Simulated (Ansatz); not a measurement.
## Barrier of one jump, H in ZrS2

These are results of Ansatz 0.2.0, DFT PBE, scalar-relativistic, plane waves, PAW, not measurements. (420 eV cutoff, 2×2×2 k-mesh, shifted by half a step, Gaussian smearing of 0.02 eV, no spin polarisation)

In a supercell of 24 host sites with charge +1, interstitial H hops to an equivalent place, moving 2.44 Å between the relaxed ends. Climbing-image nudged elastic band at fixed cell with images 0 (start) to 6 (end), the path measured over all atoms, converged to 0.05 eV/Å; the order of the saddle wasn't checked, and the small cell leaves errors of about a tenth of an eV. Zero-point motion and tunnelling, which matter for H, are left out.

Command:

```bash
ansatz run input.yaml --threads 4 --pin off --max-ram 8192MiB --backend cpu --events-out ev --progress --plain --runs-dir out
```

Input:

```yaml
crystal:
  lattice:
    - [0.0, 6.3829682806, -6.7579064893]
    - [0.0, 6.3829682806, 6.7579064893]
    - [7.37041691, -6.3829682806, 0.0]
  atoms:
    - { symbol: Zr, position: [-0.0022182064, -0.0171230098, 7.318e-06] }
    - { symbol: Zr, position: [0.1333904348, 0.1150769412, 0.7354368374] }
    - { symbol: Zr, position: [0.2503194127, 0.2510790765, 0.4966584808] }
    - { symbol: Zr, position: [0.3979158621, 0.3798444764, 0.2646256401] }
    - { symbol: Zr, position: [0.4999124546, 0.4980281745, -7.318e-06] }
    - { symbol: Zr, position: [0.6181598926, 0.6284024492, 0.7516129914] }
    - { symbol: Zr, position: [0.7536826172, 0.7544309569, 0.5033539348] }
    - { symbol: Zr, position: [0.866722193, 0.8767088906, 0.2484758919] }
    - { symbol: S, position: [0.8160290793, 0.6030226058, 0.2504946882] }
    - { symbol: S, position: [0.9358253247, 0.7191758533, -2.29777e-05] }
    - { symbol: S, position: [0.0692392942, 0.8546802286, 0.754066999] }
    - { symbol: S, position: [0.1899361786, 0.9712795458, 0.4896989405] }
    - { symbol: S, position: [0.3151915953, 0.1007549213, 0.2459537827] }
    - { symbol: S, position: [0.4403998687, 0.2233882373, 7.05117e-05] }
    - { symbol: S, position: [0.5655583321, 0.3526205516, 0.7495407981] }
    - { symbol: S, position: [0.7001386834, 0.4816416823, 0.5103574597] }
    - { symbol: S, position: [0.0660986255, 0.2698320291, -5.98868e-05] }
    - { symbol: S, position: [0.1844416679, 0.3943397909, 0.7476485381] }
    - { symbol: S, position: [0.3090762786, 0.5232879166, 0.4954969484] }
    - { symbol: S, position: [0.4367998083, 0.6467917935, 0.2523675647] }
    - { symbol: S, position: [0.5537735801, 0.7742450787, 9.98888e-05] }
    - { symbol: S, position: [0.6882608821, 0.9016831963, 0.7538402306] }
    - { symbol: S, position: [0.8136744581, 0.0277726441, 0.5045314544] }
    - { symbol: S, position: [0.9344346338, 0.1477941516, 0.2462287036] }
    - { symbol: H, position: [0.9663461049, 0.37084878, -0.0005330663] }
total_charge: 1
basis:
  ecutwfc: 420
  xc_grid: 2
kpoints:
  mp_grid: { grid: [2, 2, 2], shift: [0.5, 0.5, 0.5] }
hamiltonian:
  xc: pbe
scf:
  occupations: { method: gaussian, width: 0.02 }
output:
  forces: true
neb:
  images: 5
  f_tol: 0.05
  max_iterations: 70
  order_check: false
  final_atoms:
    - { symbol: Zr, position: [0.0022182064, 0.0171230098, -7.318e-06] }
    - { symbol: Zr, position: [0.133277807, 0.1232911094, 0.7515241081] }
    - { symbol: Zr, position: [0.2463173828, 0.2455690431, 0.4966460652] }
    - { symbol: Zr, position: [0.3818401074, 0.3715975508, 0.2483870086] }
    - { symbol: Zr, position: [0.5000875454, 0.5019718255, 7.318e-06] }
    - { symbol: Zr, position: [0.6020841379, 0.6201555236, 0.7353743599] }
    - { symbol: Zr, position: [0.7496805873, 0.7489209235, 0.5033415192] }
    - { symbol: Zr, position: [0.8666095652, 0.8849230588, 0.2645631626] }
    - { symbol: S, position: [0.8155583321, 0.6056602091, 0.2523514619] }
    - { symbol: S, position: [0.9339013745, 0.7301679709, 5.98868e-05] }
    - { symbol: S, position: [0.0655653662, 0.8522058484, 0.7537712964] }
    - { symbol: S, position: [0.1863255419, 0.9722273559, 0.4954685456] }
    - { symbol: S, position: [0.3117391179, 0.0983168037, 0.2461597694] }
    - { symbol: S, position: [0.4462264199, 0.2257549213, -9.98888e-05] }
    - { symbol: S, position: [0.5632001917, 0.3532082065, 0.7476324353] }
    - { symbol: S, position: [0.6909237214, 0.4767120834, 0.5045030516] }
    - { symbol: S, position: [0.0641746753, 0.2808241467, 2.29777e-05] }
    - { symbol: S, position: [0.1839709207, 0.3969773942, 0.7495053118] }
    - { symbol: S, position: [0.2998613166, 0.5183583177, 0.4896425403] }
    - { symbol: S, position: [0.4344416679, 0.6473794484, 0.2504592019] }
    - { symbol: S, position: [0.5596001313, 0.7766117627, -7.05117e-05] }
    - { symbol: S, position: [0.6848084047, 0.8992450787, 0.7540462173] }
    - { symbol: S, position: [0.8100638214, 0.0287204542, 0.5103010595] }
    - { symbol: S, position: [0.9307607058, 0.1453197714, 0.245933001] }
    - { symbol: H, position: [1.0336538951, 0.62915122, 0.0005330663] }
```

Course of the band:

```csv
iteration,largest band force (eV/Å),climbing image,energies over image 0 (eV)
1,2.951,none,0.000 0.478 1.385 1.821 1.385 0.478 0.000
2,1.848,none,0.000 0.132 0.917 1.431 0.917 0.132 0.000
3,1.218,none,0.000 0.086 0.487 1.257 0.487 0.086 0.000
4,0.348,3,0.000 0.058 0.396 1.188 0.396 0.058 0.000
5,0.193,3,0.000 0.071 0.325 1.161 0.325 0.071 0.000
6,0.110,3,0.000 0.075 0.330 1.150 0.330 0.075 0.000
7,0.113,3,0.000 0.079 0.330 1.148 0.330 0.079 0.000
8,0.059,3,0.000 0.079 0.330 1.146 0.330 0.079 0.000
9,0.049,3,0.000 0.078 0.329 1.145 0.329 0.078 0.000
```

Final band:

```csv
image,path (Å),E − E(0) (eV),H x (Å),H y (Å),H z (Å),force on H (eV/Å)
0,0.00,0.000,-0.004,8.539,-4.024,0.00
1,0.56,0.078,0.000,9.000,-3.944,0.21
2,1.12,0.329,0.000,9.344,-3.763,0.68
3,1.69,1.145,0.000,9.574,-3.379,0.00
4,2.25,0.329,0.000,9.804,-2.995,0.68
5,2.81,0.078,0.000,10.149,-2.814,0.21
6,3.37,0.000,0.004,10.610,-2.734,0.00
```

Barrier 1.14 eV. It took 11 min on 4 threads of Arm Neoverse V2, on a shared host, peak memory 3.2 GiB.